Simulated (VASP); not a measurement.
Wanted: the native input for a VASP 6.6.1 run.

```
Task                               : band structure
Functional                         : HSE06
Potentials or basis                : VASP PAW PBE potentials, release 64 (Te, Be)
Cutoff                             : 520 eV
k mesh                             : 6 × 6 × 6
Occupations                        : gaussian, width 0.02 eV
Spin                               : no spin polarisation
Ladder                             : free
Grid for exact exchange (PRECFOCK) : Fast
Screening parameter                : 0.2 1/A
Further INCAR settings             : ALGO = Normal; EDIFF = 1e-06; NBANDS = 11
```

The system is BeTe.

```
Te Be
1.0
     0.00000    2.77000    2.77000
     2.77000    0.00000    2.77000
     2.77000    2.77000    0.00000
Te Be
1 1
Direct
  0.75000 0.75000 0.75000
  0.00000 0.00000 0.00000
```

These files were run (other wordings do the same):

POSCAR

```
BeTe
1.0
    0.0000000000      2.7700000000      2.7700000000
    2.7700000000      0.0000000000      2.7700000000
    2.7700000000      2.7700000000      0.0000000000
Te Be
1 1
Direct
    0.7500000000      0.7500000000      0.7500000000
    0.0000000000      0.0000000000      0.0000000000
```

INCAR.step1

```
PREC = Accurate
ENCUT = 520
EDIFF = 1E-5
ISMEAR = 0
SIGMA = 0.02
LREAL = False
LASPH = True
NELM = 100
ALGO = Normal
ISIF = 2
LWAVE = True
LCHARG = False
NBANDS = 11
GGA = PE
KPAR = 4
```

INCAR.step2

```
PREC = Accurate
ENCUT = 520
EDIFF = 1E-6
ISMEAR = 0
SIGMA = 0.02
LREAL = False
LASPH = True
NELM = 100
ALGO = Normal
ISIF = 2
LWAVE = False
LCHARG = False
GGA = PE
LHFCALC = True
HFSCREEN = 0.2
PRECFOCK = Fast
NBANDS = 11
ISTART = 1
KPAR = 4
```

KPOINTS

```
regular mesh
0
Gamma
  6 6 6
```

KPOINTS_OPT

```
path GXWKGLUWLK,UX
10
line-mode
reciprocal
 0.0000000000  0.0000000000  0.0000000000  G
 0.5000000000  0.0000000000  0.5000000000  X

 0.5000000000  0.0000000000  0.5000000000  X
 0.5000000000  0.2500000000  0.7500000000  W

 0.5000000000  0.2500000000  0.7500000000  W
 0.3750000000  0.3750000000  0.7500000000  K

 0.3750000000  0.3750000000  0.7500000000  K
 0.0000000000  0.0000000000  0.0000000000  G

 0.0000000000  0.0000000000  0.0000000000  G
 0.5000000000  0.5000000000  0.5000000000  L

 0.5000000000  0.5000000000  0.5000000000  L
 0.6250000000  0.2500000000  0.6250000000  U

 0.6250000000  0.2500000000  0.6250000000  U
 0.5000000000  0.2500000000  0.7500000000  W

 0.5000000000  0.2500000000  0.7500000000  W
 0.5000000000  0.5000000000  0.5000000000  L

 0.5000000000  0.5000000000  0.5000000000  L
 0.3750000000  0.3750000000  0.7500000000  K

 0.6250000000  0.2500000000  0.6250000000  U
 0.5000000000  0.0000000000  0.5000000000  X
```

Potentials or basis: VASP PAW PBE potentials, release 64 (Te, Be).

Launch:

```console
$ cat potpaw_PBE.64/Te/POTCAR potpaw_PBE.64/Be/POTCAR > POTCAR
$ cp INCAR.step1 INCAR
$ mpirun -np 4 vasp_std > vasp.out
$ cp INCAR.step2 INCAR
$ mpirun -np 4 vasp_std > vasp.out
```

Results of the run:

```yaml
Pressure: 3.1 GPa
Band_gap_on_the_k_mesh: 2.52 eV, indirect (least direct gap 4.44 eV)
Band_gap_along_the_path: 2.52 eV, indirect (least direct gap 4.44 eV)
```

Caveat: the PAW data sets were made with another functional, which shifts forces and pressure a little; spin-orbit coupling is left out, which moves the levels of the heavy elements.

It took 15 min on 4 MPI ranks on Intel(R) Xeon(R) Platinum 8488C (Sapphire Rapids), on a shared host, peak memory 0.34 GiB a rank.
